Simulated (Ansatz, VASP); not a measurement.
## Rh: VASP beside Ansatz

```
Rh
1.0
     0.00000    1.87762    1.87762
     1.87762    0.00000    1.87762
     1.87762    1.87762    0.00000
Rh
1
Direct
  0.00000 0.00000 0.00000
```

Alike in both runs: task single point; functional LDA; k mesh 14 × 14 × 14; occupations fermi-dirac, width 0.3 eV; no spin polarisation.

```csv
,VASP,Ansatz
version,VASP 6.6.1,Ansatz 0.2.0
potentials or method,"VASP PAW LDA potentials, release 64 (Rh_pv)","plane waves (420 eV) with PAW, scalar-relativistic"
plane-wave cutoff (eV),520,420
valence electrons in the cell,15,17
```

Ansatz gave:

* pressure (GPa): 3.4

Task: What did VASP give for the same quantities?

Result: Pressure (GPa): 4.3.

The two sets of potentials don't hold the same shells in valence. Ansatz warned: «pseudo_functional_mismatch».
